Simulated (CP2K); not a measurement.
Runs of CP2K 2026.2 on NbAs. Symmetry: I4_1md, No. 109, tetragonal system. The conventional cell has a = 3.452 Å, b = 3.452 Å, c = 11.680 Å, α = 90.00°, β = 90.00°, γ = 90.00°. Nb (site symmetry 2mm) is surrounded by 6 As at 2.60 to 2.63 Å. As (site symmetry 2mm) is surrounded by 6 Nb at 2.60 to 2.63 Å. 

```tsv
level	cutoff of the non-local correlation (Ry)	gap on the mesh (eV)	pressure (GPa)	largest force (eV/Å)
TASK	-	none	7.2	(a)
PBEsol	-	-	1.4	0.31
vdW-DF-cx	300	none	(b)	0.32
LDA	-	-	0.0	0.31
rev-vdW-DF2	300	none	4.9	0.32
```

Alike in all rows: task band structure; potentials or basis POTENTIAL_UZH Nb GTH-PBE-q13, As GTH-PBE-q5; TZVP-MOLOPT-PBE-GTH basis; no spin polarisation; cell as given; k mesh 8 × 8 × 8; smearing fermi-dirac 0.05 eV.

Estimate the missing entries.

(a) 0.27; (b) 3.0.

Caveats: the potentials were made for another functional, which shifts forces and pressure; the basis of atomic orbitals isn't converged, which shifts pressures, moduli and gaps.

A k mesh can miss the band edges, and the runs leave out spin-orbit coupling on As, Nb.

A gap of «none» marks a metal or a gap under the smearing width.

Runs at the PBE level aren't shown here.
